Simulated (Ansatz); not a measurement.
# Deforming Si

```xyz
2
Lattice="-2.3714 2.3714 1.3293 2.3714 -2.3714 1.3293 2.3714 2.3714 -1.3293" Properties=species:S:1:pos:R:3 pbc="T T T"
Si    2.3714    0.0000    0.6646
Si    0.0000    0.0000    1.3293
```

Atom numbers follow the list: Si1, Si2.

The cell is the one relaxed in the Materials Project (mp-92), not relaxed further here; entries there can be hypothetical.

All numbers below come from DFT, r2SCAN, all-electron PAW with datasets made for the crystal, scalar-relativistic in Ansatz 0.2.0.

Sampling and basis: a Γ-centred 16×16×16 k mesh, Fermi–Dirac smearing of 0.08 eV, cutoff 200 eV (chosen by the program for this cell), no spin polarisation.

The unchanged cell is at 2.54 GPa, so energy changes include a term −P ΔV where the volume moves.

In a metal, stresses and small energies carry noise from the k mesh.

x, y and z are the Cartesian axes of the cell as listed; fractional coordinates follow a strain, and an engineering shear is twice the off-diagonal strain component.

With equal xy, yz and zx engineering shear strains of -1.5 %: energy change +3 meV/atom; stress change (xx, yy, zz, yz, xz, xy) 0.08, 0.08, -0.12, 1.09, 1.09, 1.65 GPa, compression positive; change of the force on Si1 (-0.031, 0.031, 0.000) eV/Å.

Q: With this change (x and y strained by +1.5 %, z held), what becomes of the energy and stress?

A: Energy change -2 meV/atom; stress change (xx, yy, zz, yz, xz, xy) -3.97, -3.97, -2.79, 0.00, 0.00, 0.00 GPa, compression positive.

Q: With this change (atom 2 (Si) moved by (0.0289, 0.0289, 0.0289) Å), what becomes of the energy and stress and forces?

A: Energy change +3 meV/atom; stress change (xx, yy, zz, yz, xz, xy) -0.49, 0.79, 0.00, 0.27, -0.25, 0.00 GPa, compression positive; change of the force on Si2 (-0.153, -0.181, -0.023) eV/Å.

Q: What force constant does this one finite step give for Si2 along its displacement (all its periodic images move with it)?

A: k = −ΔF·u/|u|² = 4.13 eV/Å², so the force pulls the atom back.
